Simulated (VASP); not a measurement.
Wanted: the native input for a VASP 6.6.1 run.

```
Task                   : single point
Functional             : LDA
Potentials or basis    : VASP PAW LDA potentials, release 64 (Al, O)
Cutoff                 : 520 eV
k mesh                 : 4 × 4 × 4
Occupations            : fermi-dirac, width 0.05 eV
Spin                   : no spin polarisation
Further INCAR settings : ALGO = Fast; EDIFF = 1e-07
```

The structure of Al2O3 lies in POSCAR:

```
Al2O3
1.0
    2.7481872800      0.0000000000      4.3310000000
   -1.3740936400      2.3800000000      4.3310000000
   -1.3740936400     -2.3800000000      4.3310000000
Al O
4 6
Direct
    0.3522000000      0.3522000000      0.3522000000
    0.1478000000      0.1478000000      0.1478000000
    0.6478000000      0.6478000000      0.6478000000
    0.8522000000      0.8522000000      0.8522000000
    0.5563000000     -0.0563000000      0.2500000000
   -0.0563000000      0.2500000000      0.5563000000
    0.2500000000      0.5563000000     -0.0563000000
    0.4437000000      1.0563000000      0.7500000000
    1.0563000000      0.7500000000      0.4437000000
    0.7500000000      0.4437000000      1.0563000000
```

The cell was built by a generator and needn't be a form met in nature.

One way to write it, as run:

INCAR

```
PREC = Accurate
ENCUT = 520
EDIFF = 1E-7
ISMEAR = -1
SIGMA = 0.05
LREAL = F
LASPH = T
NELM = 100
ALGO = Fast
ISIF = 2
LWAVE = F
LCHARG = F
GGA = CA
```

KPOINTS

```
Automatic mesh
0
Gamma
  4 4 4
```

Potentials or basis: VASP PAW LDA potentials, release 64 (Al, O).

Command:

```console
$ cat potpaw_LDA.64/Al/POTCAR potpaw_LDA.64/O/POTCAR > POTCAR
$ mpirun -np 1 vasp_std > vasp.out
```

Results of the run:

```json
{"Pressure": "-4.4 GPa", "Largest force": "0.084 eV/Å", "Band gap on the k mesh": "6.18 eV, direct"}
```

Run time: 23 s on 1 thread of Intel(R) Xeon(R) 6975P-C (Granite Rapids), on a shared host, peak memory 0.19 GiB.
